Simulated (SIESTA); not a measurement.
Runs of SIESTA 5.4.2 on CoO. Symmetry: Fm-3m, No. 225, cubic system. The conventional cell has a = 4.263 Å, b = 4.263 Å, c = 4.263 Å, α = 90.00°, β = 90.00°, γ = 90.00°. Around Co (site symmetry m-3m) lie 6 O at 2.13 Å. O (site symmetry m-3m) is surrounded by 6 Co at 2.13 Å. 

```tsv
task	level	potentials or basis	spin	k mesh	gap on the mesh (eV)	pressure (GPa)	moment (μB)
single point	PBEsol	PseudoDojo 0.4 standard (PBEsol files), DZP (energy shift 0.003 Ry; two zetas on semicore shells)	collinear, zero start	11 × 11 × 11	none	(a)	0.00
single point	PBEsol	PseudoDojo 0.4 standard (PBEsol files), DZP (energy shift 0.003 Ry; two zetas on semicore shells)	collinear, ferromagnetic start	11 × 11 × 11	none	-10.0	2.98
band structure	LDA	PseudoDojo 0.4 standard (LDA files), DZP (energy shift 0.003 Ry; two zetas on semicore shells)	collinear, ferromagnetic start	11 × 11 × 11	none	-18.6	2.86
single point	PBEsol	PseudoDojo 0.4 standard (PBEsol files), DZP (energy shift 0.003 Ry; two zetas on semicore shells)	collinear, fm_larger start	11 × 11 × 11	none	-10.0	2.98
```

Alike in all rows: cell as given; smearing fermi-dirac 0.05 eV; grid cutoff 800 Ry; energy shift 0.003 Ry.

Task: Fill in the values left out.

Result: (a) -27.0.

Caveats: short orbitals over semicore shells can move pressures by several GPa; the basis of atomic orbitals isn't converged, which shifts pressures, moduli and gaps; semilocal functionals often make such compounds metallic where correlation or magnetic order opens a gap, which also shifts bond lengths; a cell with one magnetic atom can't hold antiferromagnetic order, which such compounds often take (some runs).

A gap of «none» marks a metal or a gap under the smearing width.
